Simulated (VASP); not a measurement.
Input of a VASP 6.6.1 run:

The input INCAR:

```
SYSTEM = Ta2H3
PREC     = Accurate       ! precision mode
ENCUT    = 900            ! plane-wave cutoff, eV
EDIFF    = 1E-7           ! SCF threshold, eV
ISMEAR   = 0              ! smearing method
SIGMA    = 0.1            ! smearing width, eV
LREAL    = .False.        ! projectors in reciprocal space
LASPH    = .True.         ! aspherical terms in the spheres
NELM     = 60             ! most SCF steps
ALGO     = Normal         ! electronic algorithm
ISIF     = 2              ! what is computed and relaxed
LWAVE    = .False.        ! write WAVECAR
LCHARG   = .False.        ! write CHGCAR
GGA      = CA             ! functional
IBRION   = 2              ! ionic algorithm
NSW      = 40             ! ionic steps
EDIFFG   = -0.01          ! ionic threshold
```

Ta2H3.cif

```cif
data_Ta2H3
_cell_length_a 3.68184788
_cell_length_b 3.68184788
_cell_length_c 4.49042254
_cell_angle_alpha 90.00000000
_cell_angle_beta 90.00000000
_cell_angle_gamma 120.00000000
_space_group_name_H-M_alt 'P-3m1'
_space_group_name_Hall '-P 3 2"'
_space_group_IT_number 164
loop_
_space_group_symop_operation_xyz
'x,y,z'
'-x,-y,-z'
'-y,x-y,z'
'y,-x+y,-z'
'-x+y,-x,z'
'x-y,x,-z'
'y,x,-z'
'-y,-x,z'
'x-y,-y,-z'
'-x+y,y,z'
'-x,-x+y,-z'
'x,x-y,z'
loop_
_atom_site_label
_atom_site_type_symbol
_atom_site_symmetry_multiplicity
_atom_site_Wyckoff_symbol
_atom_site_fract_x
_atom_site_fract_y
_atom_site_fract_z
_atom_site_occupancy
Ta1 Ta 2 d 0.6666666667 0.3333333333 0.8371703600 1
H1 H 1 a 0.0000000000 0.0000000000 0.0000000000 1
H2 H 2 d 0.6666666667 0.3333333333 0.3496741700 1
```

The input KPOINTS:

```
Automatic mesh
0
Gamma
  8 8 6
  0 0 0
```

The input POSCAR:

```
Ta H 
 1.0000000000000000
     3.6818478799999999    0.0000000000000000    0.0000000000000000
    -1.8409239399999990    3.1885737969498793    0.0000000000000000
     0.0000000000000000    0.0000000000000000    4.4904225400000000
 Ta  H  
   2   3
Cartesian
  1.8409239401840927  1.0628579322103406  3.7592486543639145
 -0.0000000001840918  2.1257158647395391  0.7311738856360855
  0.0000000000000000  0.0000000000000000  0.0000000000000000
  1.8409239401840927  1.0628579322103406  1.5701847746237918
 -0.0000000001840918  2.1257158647395391  2.9202377653762079
```

Potentials or basis: VASP PAW LDA potentials, release 64 (Ta_pv, H_h).

Command:

```sh
$ ase convert -i cif -o vasp Ta2H3.cif POSCAR
$ cat potpaw_LDA.64/Ta_pv/POTCAR potpaw_LDA.64/H_h/POTCAR > POTCAR
$ mpirun -np 1 vasp_std > vasp.out
```

Problem. What does it give for the band gap on the k mesh?

Solution. None (metal or under the smearing width).

Problem. What does it give for the energy gained by relaxing?

Solution. 162.0 meV/atom.

Step by step:
| step | energy change (eV) | largest force (eV/Å) | pressure (GPa) |
| --- | --- | --- | --- |
| 1 | 0.0000 | 4.3871 | -5.74 |
| 2 | -0.7949 | 0.1883 | -23.24 |
| 3 | -0.7971 | 0.1852 | -22.73 |
| 4 | -0.7970 | 0.1881 | -22.54 |
| 5 | -0.8000 | 0.1602 | -22.59 |
| 6 | -0.8065 | 0.0900 | -22.71 |
| 7 | -0.8101 | 0.0139 | -22.79 |
| 8 | -0.8102 | 0.0077 | -22.79 |

The run has no spin-orbit coupling, so splittings on Ta are missing.
